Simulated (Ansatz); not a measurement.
Input and command of a calculation in Ansatz (plane waves; scalar-relativistic PAW potentials unless the input names others):

```yaml
crystal:
  lattice:
    - [-1.6125573273, 1.6125573273, 1.6125573273]
    - [1.6125573273, -1.6125573273, 1.6125573273]
    - [3.2251146547, 3.2251146547, 0.0]
  atoms:
    - { symbol: Ag, position: [0.0548125305, -0.0548125305, 0.0] }
    - { symbol: Ag, position: [0.4451874695, 0.5548125305, 0.5] }
basis:
  ecutwfc: 420
kpoints:
  mp_grid: { grid: [22, 22, 14] }
hamiltonian:
  xc: pbesol
scf:
  occupations: { method: gaussian, width: 0.15 }
  mixing: { preconditioner: none }
output:
  forces: true
  eigenvalues: true
  stress: true
```

```bash
ansatz run input.yaml --threads 2 --pin off --max-ram 5120MiB --backend cpu --events-out ev --progress --plain --runs-dir out
```

Abridged log:
```
Basis set: ecut = 420 eV, 649 PW (Γ), exchange–correlation on 40×40×64 points (8 copies of the dense FFT grid, shifted against one another)
Bands: 23, of which v1, the nominal top of the filled ones, is band 19 counted from 1 (18 counted from 0)
Symmetry: 8 space group operations
k-points: 1064 of 6776
SCF iter   1: F=—  HF=-15044.432087 eV  |F-HF|=—  |Δ(HF+E_count)|=         —  Δρ=1.04e-2  dr2=3.33e-2  ethr=1.77e-3  ⟨swp⟩=4.4  Hψ=88280  notcnv=0
SCF iter   2: F=—  HF=-15044.424798 eV  |F-HF|=—  |Δ(HF+E_count)|=   7.29e-3  Δρ=5.28e-3  dr2=6.48e-3  ethr=8.77e-5  ⟨swp⟩=2.0  Hψ=45395  notcnv=0
SCF iter   3: F=—  HF=-15044.422750 eV  |F-HF|=—  |Δ(HF+E_count)|=   2.05e-3  Δρ=1.00e-3  dr2=8.13e-5  ethr=1.71e-5  ⟨swp⟩=2.1  Hψ=37111  notcnv=0
SCF iter   4: F=—  HF=-15044.422749 eV  |F-HF|=—  |Δ(HF+E_count)|=   1.02e-6  Δρ=5.92e-5  dr2=2.90e-7  ethr=2.14e-7  ⟨swp⟩=2.1  Hψ=32135  notcnv=0
SCF iter   5: F=-15044.422750 eV  HF=-15044.422750 eV  |F-HF|=8.35e-9  |Δ(HF+E_count)|=   2.58e-7  Δρ=1.17e-5  dr2=1.41e-8  ethr=7.63e-10  ⟨swp⟩=2.1  Hψ=37110  notcnv=0
SCF iter   6: F=-15044.422750 eV  HF=-15044.422750 eV  |F-HF|=3.71e-10  |Δ(HF+E_count)|=   1.03e-8  Δρ=1.73e-6  dr2=5.95e-10  ethr=3.71e-11  ⟨swp⟩=2.2  Hψ=78009  notcnv=0
SCF 1 converged in 6 iterations: F = -15044.422750 eV  dr2 = 5.95e-10
SCF converged after 6 iterations
Free energy (F): -15044.422750 eV
Harris-Foulkes:  -15044.422750 eV  (|F-HF|=3.71e-10)
Internal energy: -15044.416395 eV  (E = F + TS)
E sigma→0 (E₀):  -15044.419573 eV
Entropy (-TS):   -0.006354 eV (-3.177 meV/atom)
Fermi energy:    17.546638 eV
--- Forces (eV/Å), atoms counted from 1 ---
  atom   1  Ag     0.05024129    -0.05024129     0.00000000
  atom   2  Ag    -0.05024129     0.05024129     0.00000000
--- Stress (GPa, compression-positive) ---
        1.294167      -0.914106       0.000000
       -0.914106       1.294167       0.000000
        0.000000       0.000000      -1.374501
  P = ⅓ Tr σ = 0.4046 GPa (4.046 kbar)
```

Apart from outputs and empty bands, the input differs from a reference run on usual settings in scf.mixing.preconditioner: not typed → "none". The reference, at the same geometry (not necessarily relaxed), gave pressure 0.40 GPa, largest force 0.071 eV/Å, no gap on the mesh. This run converged in 6 SCF iterations (reference: 6) with an energy at zero smearing within 0.01 meV/atom of the reference's, pressure 0.40 GPa, largest force 0.071 eV/Å, no gap on the mesh.

Time: 8.2 s on 2 threads of Intel(R) Xeon(R) 6975P-C (Granite Rapids), with other jobs on the host, peak memory 0.87 GiB.